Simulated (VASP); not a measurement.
CdS (Greenockite): single point with PBE

**Experimental background.**

From “Isotope dependence of band-gap energy”, 2008, arxiv:0807.2152, for a bulk crystal of CdS: band gap 2.5809 ± 0.0002 eV.

Crystal: CdS (Greenockite).

```
CELL_PARAMETERS angstrom
4.15000 0.00000 0.00000
-2.07500 3.59401 0.00000
0.00000 0.00000 6.73700
ATOMIC_POSITIONS crystal
Cd 0.66667 0.33333 0.50000
Cd 0.33333 0.66667 0.00000
S 0.66667 0.33333 0.87500
S 0.33333 0.66667 0.37500
```

```
Program             : VASP 6.6.1
Task                : single point
Functional          : PBE
Potentials or basis : VASP PAW PBE potentials, release 64 (Cd, S)
Cutoff              : 520 eV
k mesh              : 7 × 7 × 4
Occupations         : gaussian, width 0.014 eV
Spin                : no spin polarisation
```

* Pressure: 2.4 GPa
* Largest force: 0.069 eV/Å
* Band gap on the k mesh: 1.20 eV, direct

Forces on the atoms (eV/Å):
```
Cd   0.000  0.000 -0.069
Cd   0.000  0.000 -0.069
S    0.000  0.000  0.069
S    0.000  0.000  0.069
```

Stress tensor (GPa, compression positive):
```
2.20 0.00 0.00
0.00 2.20 0.00
0.00 0.00 2.85
```

Levels at points of the mesh, in eV from the valence-band top:
| k point | band 14 | band 15 | band 16 | band 17 | band 18 | band 19 | band 20 | band 21 | band 22 |
| --- | --- | --- | --- | --- | --- | --- | --- | --- | --- |
| (0.00, 0.00, 0.00) | -0.76 | -0.76 | -0.04 | 0.00 | 0.00 | 1.20 | 2.79 | 6.47 | 6.48 |
| (0.00, 0.00, 0.50) | -2.45 | -0.39 | -0.39 | -0.39 | -0.39 | 2.84 | 2.84 | 6.20 | 6.20 |

Wall time 35 s on 1 thread of AMD EPYC 9R14 (Zen 4), with other jobs on the host, peak memory 0.2 GiB.

Measured gap of CdS: 2.5809 eV (quoted in “Isotope dependence of band-gap energy”, 2008, arxiv:0807.2152). This calculation gives 1.20 eV (-1.38 eV). So large a miss can be the level of theory's own, or it may mean another phase, state or a wrong row. Spin-orbit coupling on Cd is left out. The value is that of PBE, without temperature or zero-point motion. Semilocal functionals fall short of measured gaps as a rule.
